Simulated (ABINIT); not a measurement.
# MoP (P-6m2) in ABINIT: notebook

The runs below take MoP through equation of state, band structure, with LDA-PZ, BLYP.

All numbers are computed with ABINIT 10.8.3 (patched build); they aren't measurements. Logs are shortened: lines on timing, memory, paths and dates and some standing lists are left out, and cuts for length are marked. The log counts tension as positive stress, the text compression.

### 1 Starting point

It takes space group P-6m2 (No. 187, hexagonal). Conventional cell: a = 3.223 Å, b = 3.223 Å, c = 3.191 Å, α = 90.00°, β = 90.00°, γ = 120.00°. Mo (site symmetry -6m2) has 6 P at 2.45 Å as nearest neighbours. P (site symmetry -6m2) is surrounded by 6 Mo at 2.45 Å.

### 2 Equation of state, LDA-PZ

The input, run.abi:

```
# Datasets: one volume each
ndtset 7
getwfk -1
scalecart1 3*0.9795861087
scalecart2 3*0.9864848297
scalecart3 3*0.9932883884
scalecart4 3*1.0000000000
scalecart5 3*1.0066227096
scalecart6 3*1.0131594038
scalecart7 3*1.0196128224

# Pseudopotentials
pp_dirpath "./"
pseudos "Mo.LDA_PW-JTH.xml, P.LDA_PW-JTH.xml"

# Structure
acell 3.223 3.223 3.191 Angstrom
rprim
     1.0000000000     0.0000000000     0.0000000000
    -0.5000000000     0.8660254038     0.0000000000
     0.0000000000     0.0000000000     1.0000000000
ntypat 2
znucl 42 15
natom 2
typat 1 2
xred
     0.0000000000     0.0000000000     0.0000000000
     0.3333333333     0.6666666667     0.5000000000

# Plane-wave basis
ecut 20.0
pawecutdg 40.0

# k points
kptopt 1
ngkpt 10 10 8
nshiftk 1
shiftk 0.0 0.0 0.0

# Exchange and correlation
ixc 2

# Bands and occupations
nband 14
occopt 3
tsmear 0.05 eV

# SCF cycle
nstep 100
tolvrs 1.0e-9

# Output
iomode 3
prtwf 1
prtden 0
prteig 0
prtebands 0
enunit 2
```

Potentials or basis: JTH PAW LDA v2.0.

Run with:

```sh
$ abinit run.abi > log 2>&1
```

run.abo:

```text
.Version 10.8.3 of ABINIT
 DATASET    1 : space group P-6 m 2 (#187); Bravais hP (primitive hexag.)
================================================================================
 Values of the parameters that define the memory need for DATASET  1.
     intxc =       0    ionmov =       0      iscf =      17    lmnmax =      18
     lnmax =       6     mgfft =      27  mpssoang =       3    mqgrid =    3001
     natom =       2  nloc_mem =       2    nspden =       1   nspinor =       1
    nsppol =       1      nsym =      12    n1xccc =       1    ntypat =       2
    occopt =       3   xclevel =       1
       mpw =         802          nfft =       17496          nkpt =          70
 PAW method is used; the additional fine FFT grid is defined by:
   mgfftf=        36    nfftf =     46656
================================================================================
================================================================================
[... 71 lines left out ...]
 DATASET    7 : space group P-6 m 2 (#187); Bravais hP (primitive hexag.)
================================================================================
 Values of the parameters that define the memory need for DATASET  7.
     intxc =       0    ionmov =       0      iscf =      17    lmnmax =      18
     lnmax =       6     mgfft =      27  mpssoang =       3    mqgrid =    3001
     natom =       2  nloc_mem =       2    nspden =       1   nspinor =       1
    nsppol =       1      nsym =      12    n1xccc =       1    ntypat =       2
    occopt =       3   xclevel =       1
       mpw =         888          nfft =       19683          nkpt =          70
 PAW method is used; the additional fine FFT grid is defined by:
   mgfftf=        36    nfftf =     46656
================================================================================
================================================================================

--------------------------------------------------------------------------------
------------- Echo of variables that govern the present computation ------------
--------------------------------------------------------------------------------
 -outvars: echo values of preprocessed input variables --------
            acell      6.0905873038E+00  6.0905873038E+00  6.0301160678E+00 Bohr
              amu      9.59400000E+01  3.09737620E+01
             ecut      2.00000000E+01 Hartree
           enunit           2
           getwfk          -1
                       outvar_i_n : Printing only first  50 k-points.
              ixc           2
           jdtset        1    2    3    4    5    6    7
                       outvar_i_n : Printing only first  50 k-points.
         kptrlatt       10    0    0      0   10    0      0    0    8
          kptrlen1     4.72561435E+01
          kptrlen2     4.75889442E+01
          kptrlen3     4.79171542E+01
          kptrlen4     4.82409285E+01
          kptrlen5     4.85604142E+01
          kptrlen6     4.88757504E+01
          kptrlen7     4.91870693E+01
            natom           2
            nband          14
           ndtset           7
            ngfft1         27      27      24
            ngfft2         27      27      24
            ngfft3         27      27      27
            ngfft4         27      27      27
            ngfft5         27      27      27
            ngfft6         27      27      27
            ngfft7         27      27      27
          ngfftdg          36      36      36
             nkpt          70
            nstep         100
             nsym          12
           ntypat           2
                       prtocc : prtvol=0, do not print more k-points.
           occopt           3
        pawecutdg      4.00000000E+01 Hartree
           prtden           0
        prtebands           0
           prteig           0
            rprim1     9.7958610870E-01  0.0000000000E+00  0.0000000000E+00
                      -4.8979305435E-01  8.4834645534E-01  0.0000000000E+00
                       0.0000000000E+00  0.0000000000E+00  9.7958610870E-01
            rprim2     9.8648482970E-01  0.0000000000E+00  0.0000000000E+00
                      -4.9324241485E-01  8.5432092298E-01  0.0000000000E+00
                       0.0000000000E+00  0.0000000000E+00  9.8648482970E-01
            rprim3     9.9328838840E-01  0.0000000000E+00  0.0000000000E+00
                      -4.9664419420E-01  8.6021297765E-01  0.0000000000E+00
                       0.0000000000E+00  0.0000000000E+00  9.9328838840E-01
            rprim4     1.0000000000E+00  0.0000000000E+00  0.0000000000E+00
                      -5.0000000000E-01  8.6602540380E-01  0.0000000000E+00
                       0.0000000000E+00  0.0000000000E+00  1.0000000000E+00
            rprim5     1.0066227096E+00  0.0000000000E+00  0.0000000000E+00
                      -5.0331135480E-01  8.7176083856E-01  0.0000000000E+00
                       0.0000000000E+00  0.0000000000E+00  1.0066227096E+00
            rprim6     1.0131594038E+00  0.0000000000E+00  0.0000000000E+00
                      -5.0657970190E-01  8.7742178179E-01  0.0000000000E+00
                       0.0000000000E+00  0.0000000000E+00  1.0131594038E+00
            rprim7     1.0196128224E+00  0.0000000000E+00  0.0000000000E+00
                      -5.0980641120E-01  8.8301060624E-01  0.0000000000E+00
                       0.0000000000E+00  0.0000000000E+00  1.0196128224E+00
          spgroup         187
           tolvrs      1.00000000E-09
           tsmear      1.83746611E-03 Hartree
            typat      1  2
           useylm           1
                       outvars : Printing only first  50 k-points.
           xangst1     0.0000000000E+00  0.0000000000E+00  0.0000000000E+00
                       1.9913915998E-17  1.8228137504E+00  1.5629296364E+00
           xangst2     0.0000000000E+00  0.0000000000E+00  0.0000000000E+00
                       1.9502493661E-17  1.8356508899E+00  1.5739365458E+00
           xangst3     0.0000000000E+00  0.0000000000E+00  0.0000000000E+00
                      -3.7257306894E-16  1.8483109513E+00  1.5847916237E+00
           xangst4     0.0000000000E+00  0.0000000000E+00  0.0000000000E+00
                      -5.9637480139E-17  1.8607999176E+00  1.5955000000E+00
           xangst5     0.0000000000E+00  0.0000000000E+00  0.0000000000E+00
                      -2.9503433115E-16  1.8731234551E+00  1.6060665332E+00
           xangst6     0.0000000000E+00  0.0000000000E+00  0.0000000000E+00
                       1.7911689278E-17  1.8852869351E+00  1.6164958288E+00
           xangst7     0.0000000000E+00  0.0000000000E+00  0.0000000000E+00
                      -4.5247695495E-16  1.8972954559E+00  1.6267922581E+00
            xcart1     0.0000000000E+00  0.0000000000E+00  0.0000000000E+00
                       3.7631847330E-17  3.4446187668E+00  2.9535089669E+00
            xcart2     0.0000000000E+00  0.0000000000E+00  0.0000000000E+00
                       3.6854371792E-17  3.4688774446E+00  2.9743090111E+00
            xcart3     0.0000000000E+00  0.0000000000E+00  0.0000000000E+00
                      -7.0406106218E-16  3.4928014935E+00  2.9948221354E+00
            xcart4     0.0000000000E+00  0.0000000000E+00  0.0000000000E+00
                      -1.1269850430E-16  3.5164022194E+00  3.0150580339E+00
            xcart5     0.0000000000E+00  0.0000000000E+00  0.0000000000E+00
                      -5.5753408362E-16  3.5396903302E+00  3.0350258877E+00
            xcart6     0.0000000000E+00  0.0000000000E+00  0.0000000000E+00
                       3.3848187188E-17  3.5626759762E+00  3.0547344000E+00
            xcart7     0.0000000000E+00  0.0000000000E+00  0.0000000000E+00
                      -8.5505752314E-16  3.5853687917E+00  3.0741918316E+00
             xred      0.0000000000E+00  0.0000000000E+00  0.0000000000E+00
                       3.3333333333E-01  6.6666666667E-01  5.0000000000E-01
            znucl       42.00000   15.00000

================================================================================

 chkinp: Checking input parameters for consistency, jdtset=   1.

 chkinp: Checking input parameters for consistency, jdtset=   2.

 chkinp: Checking input parameters for consistency, jdtset=   3.

 chkinp: Checking input parameters for consistency, jdtset=   4.
[... 31 lines left out ...]
 getcut: wavevector=  0.0000  0.0000  0.0000  ngfft=  27  27  24
         ecut(hartree)=     20.000   => boxcut(ratio)=   2.01819

 Fine grid specifications (used for densities):

 getcut: wavevector=  0.0000  0.0000  0.0000  ngfft=  36  36  36
         ecut(hartree)=     40.000   => boxcut(ratio)=   2.11936

--- Pseudopotential description ------------------------------------------------
- pspini: atom type   1  psp file is ./Mo.LDA_PW-JTH.xml
 Pseudopotential format is: paw10
 basis_size (lnmax)=  6 (lmn_size= 18), orbitals=   0   0   1   1   2   2
 Spheres core radius: rc_sph= 2.20740211
 Shapefunction is SIN type: shapef(r)=[sin(pi*r/rshp)/(pi*r/rshp)]**2
 Radius for shape functions =  1.91008465
 Compensation charge density is not taken into account in XC energy/potential

- pspini: atom type   2  psp file is ./P.LDA_PW-JTH.xml
 Pseudopotential format is: paw10
 basis_size (lnmax)=  4 (lmn_size=  8), orbitals=   0   0   1   1
 Spheres core radius: rc_sph= 1.60765221
 Shapefunction is SIN type: shapef(r)=[sin(pi*r/rshp)/(pi*r/rshp)]**2
 Radius for shape functions =  1.60765221
 Compensation charge density is not taken into account in XC energy/potential

   5.14921573E+02                                ecore*ucvol(ha*bohr**3)
--------------------------------------------------------------------------------

[... 7 lines left out ...]

     iter   Etot(hartree)      deltaE(h)  residm     nres2
 ETOT  1  -75.443413767303    -7.544E+01 1.756E+00 7.808E+00
 ETOT  2  -75.820948130705    -3.775E-01 4.576E-02 6.121E-01
 ETOT  3  -75.819959400836     9.887E-04 7.081E-03 6.652E-02
 ETOT  4  -75.819992766414    -3.337E-05 8.511E-03 1.496E-02
 ETOT  5  -75.819959514696     3.325E-05 6.664E-03 6.576E-04
 ETOT  6  -75.819958830217     6.845E-07 4.187E-03 1.803E-05
 ETOT  7  -75.819958847145    -1.693E-08 2.133E-03 1.526E-06
 ETOT  8  -75.819958844390     2.755E-09 1.384E-03 4.640E-08
 ETOT  9  -75.819958844488    -9.730E-11 7.063E-04 1.774E-09
 ETOT 10  -75.819958844490    -1.847E-12 3.724E-04 2.061E-10
[... 1260 lines left out ...]
 Cartesian components of stress tensor (hartree/bohr^3)
  sigma(1 1)=  5.60367849E-04  sigma(3 2)=  0.00000000E+00
  sigma(2 2)=  5.60367849E-04  sigma(3 1)=  0.00000000E+00
  sigma(3 3)=  7.30480747E-04  sigma(2 1)=  0.00000000E+00

-Cartesian components of stress tensor (GPa)         [Pressure= -1.8155E+01 GPa]
- sigma(1 1)=  1.64865913E+01  sigma(3 2)=  0.00000000E+00
- sigma(2 2)=  1.64865913E+01  sigma(3 1)=  0.00000000E+00
- sigma(3 3)=  2.14914856E+01  sigma(2 1)=  0.00000000E+00

== END DATASET(S) ==============================================================
================================================================================

 -outvars: echo values of variables after computation  --------
            acell      6.0905873038E+00  6.0905873038E+00  6.0301160678E+00 Bohr
           etotal1    -7.5819958844E+01
           etotal2    -7.5820745982E+01
           etotal3    -7.5820807878E+01
           etotal4    -7.5820220000E+01
           etotal5    -7.5819052113E+01
           etotal6    -7.5817362303E+01
           etotal7    -7.5815205384E+01
            fcart1     3.6104998543E-28  2.0845230628E-28 -0.0000000000E+00
                      -3.6104998543E-28 -2.0845230628E-28 -0.0000000000E+00
            fcart2    -0.0000000000E+00 -0.0000000000E+00 -0.0000000000E+00
                      -0.0000000000E+00 -0.0000000000E+00 -0.0000000000E+00
            fcart3     3.5606934945E-28  2.0557673475E-28 -0.0000000000E+00
                      -3.5606934945E-28 -2.0557673475E-28 -0.0000000000E+00
            fcart4     3.5367955028E-28  2.0419698355E-28 -0.0000000000E+00
                      -3.5367955028E-28 -2.0419698355E-28 -0.0000000000E+00
            fcart5    -0.0000000000E+00 -0.0000000000E+00 -0.0000000000E+00
                      -0.0000000000E+00 -0.0000000000E+00 -0.0000000000E+00
            fcart6     1.7454289471E-28  1.0077238724E-28 -0.0000000000E+00
                      -1.7454289471E-28 -1.0077238724E-28 -0.0000000000E+00
            fcart7     1.7343816324E-28  1.0013457024E-28 -0.0000000000E+00
                      -1.7343816324E-28 -1.0013457024E-28 -0.0000000000E+00
            rprim1     9.7958610870E-01  0.0000000000E+00  0.0000000000E+00
[... 30 lines left out ...]
           strten6     4.5703699540E-04  4.5703699492E-04  5.9752433071E-04
                       0.0000000000E+00  0.0000000000E+00  0.0000000000E+00
           strten7     5.6036784898E-04  5.6036784852E-04  7.3048074723E-04
                       0.0000000000E+00  0.0000000000E+00  0.0000000000E+00
           xangst1     0.0000000000E+00  0.0000000000E+00  0.0000000000E+00
                       1.9913915998E-17  1.8228137504E+00  1.5629296364E+00
           xangst2     0.0000000000E+00  0.0000000000E+00  0.0000000000E+00
                       1.9502493661E-17  1.8356508899E+00  1.5739365458E+00
           xangst3     0.0000000000E+00  0.0000000000E+00  0.0000000000E+00
                      -3.7257306894E-16  1.8483109513E+00  1.5847916237E+00
           xangst4     0.0000000000E+00  0.0000000000E+00  0.0000000000E+00
                      -5.9637480139E-17  1.8607999176E+00  1.5955000000E+00
           xangst5     0.0000000000E+00  0.0000000000E+00  0.0000000000E+00
                      -2.9503433115E-16  1.8731234551E+00  1.6060665332E+00
           xangst6     0.0000000000E+00  0.0000000000E+00  0.0000000000E+00
                       1.7911689278E-17  1.8852869351E+00  1.6164958288E+00
           xangst7     0.0000000000E+00  0.0000000000E+00  0.0000000000E+00
                      -4.5247695495E-16  1.8972954559E+00  1.6267922581E+00
             xred      0.0000000000E+00  0.0000000000E+00  0.0000000000E+00
                       3.3333333333E-01  6.6666666667E-01  5.0000000000E-01
 Calculation completed.
```

It took 1.7 min on 1 thread of Arm Neoverse V2, shared host; peak memory 0.13 GiB.

Results:

| Item | Value |
| --- | --- |
| Equilibrium volume | 13.95 Å³/atom |
| Bulk modulus at fixed shape and positions | 250 GPa |
| Pressure derivative of the bulk modulus | 4.4 |

Energy against volume, from the lowest point:
```
volume (Å³/atom)  energy (meV/atom)
          13.492              11.55
          13.779               0.84
          14.066               0.00
          14.353               8.00
          14.640              23.89
          14.927              46.88
          15.214              76.23
```

Caveat: pressures at fixed basis lie under the slope of the energies; the cell was scaled at fixed shape and fractional positions, which overstates the stiffness of a crystal with free parameters, most of all of layers and chains.

### 3 Band structure, BLYP

The input, run.abi:

```
# Datasets: ground state, then fixed potential
ndtset 2

# Pseudopotentials
pp_dirpath "./"
pseudos "Mo.GGA_PBE-JTH.xml, P.GGA_PBE-JTH.xml"

# Structure
acell 6.0905872997 6.0905872997 6.0301160637
rprim
     1.0000000000     0.0000000000     0.0000000000
    -0.5000000000     0.8660254038     0.0000000000
     0.0000000000     0.0000000000     1.0000000000
ntypat 2
znucl 42 15
natom 2
typat 1 2
xcart
     0.0000000000     0.0000000000     0.0000000000
    -0.0000000003     3.5164022172     3.0150580318

# Plane-wave basis
ecut 20.0
pawecutdg 40.0

# Exchange and correlation
ixc -106131

# Bands and occupations
occopt 3
tsmear 0.05 eV

# SCF cycle
nstep 100

# Output
iomode 3
prtwf 0
prteig 0
prtebands 0
enunit 1
prtden1 1

# Dataset 1
kptopt1 1
ngkpt1 10 10 8
nshiftk1 1
shiftk1 0.0 0.0 0.0
nband1 14
tolvrs1 1.0e-9

# Dataset 2: bands along G-M-K-G-A-L-H-A
iscf2 -2
getden2 1
nband2 18
nbdbuf2 2
tolwfr2 1.0e-12
kptopt2 -7
ndivsm2 6
prteig2 1
prtvol2 -3
kptbounds2
     0.0000000000     0.0000000000     0.0000000000
     0.5000000000     0.0000000000     0.0000000000
     0.3333333333     0.3333333333     0.0000000000
     0.0000000000     0.0000000000     0.0000000000
     0.0000000000     0.0000000000     0.5000000000
     0.5000000000     0.0000000000     0.5000000000
     0.3333333333     0.3333333333     0.5000000000
     0.0000000000     0.0000000000     0.5000000000
```

Potentials or basis: JTH PAW PBE v2.0.

Run with:

```sh
$ abinit run.abi > log 2>&1
```

Run time: 34 s. Hardware: 1 thread of Arm Neoverse V2, shared host; peak memory 0.12 GiB.

Results (log left out):

```yaml
Free_energy: -2053.4737 eV
Pressure: 14.0 GPa
Band_gap_on_the_k_mesh: none (metal or under the smearing width)
Valence_electrons_inside_the_program's_atomic_spheres: Mo 11.37; P 1.63
```

Stress tensor (GPa, compression positive):
```
14.27  0.00  0.00
 0.00 14.27  0.00
 0.00  0.00 13.36
```

Levels at the corners of the path, in eV from the Fermi level:
```tsv
point	band 6	band 7	band 8	band 9	band 10	band 11	band 12	band 13	band 14	band 15
Γ	-4.02	-3.28	-3.28	-0.71	0.26	0.26	4.09	4.09	5.79	9.12
M	-7.09	-3.93	-3.58	-1.28	-0.42	1.72	2.34	4.66	6.36	8.55
K	-6.43	-5.05	-3.77	-1.48	-0.10	0.71	0.85	6.76	9.03	10.96
Γ	-4.02	-3.28	-3.28	-0.71	0.26	0.26	4.09	4.09	5.79	9.12
A	-7.68	-2.73	-2.73	-1.63	-1.63	1.32	2.95	2.95	8.15	8.92
L	-6.02	-5.17	-4.41	-0.89	1.42	1.84	3.59	5.10	6.41	6.60
H	-6.76	-5.58	-3.16	-1.21	1.55	3.24	4.19	4.37	5.12	5.60
A	-7.68	-2.73	-2.73	-1.63	-1.63	1.32	2.95	2.95	8.15	8.92
```

Caveat: the PAW data sets were made with another functional, which shifts forces and pressure a little.
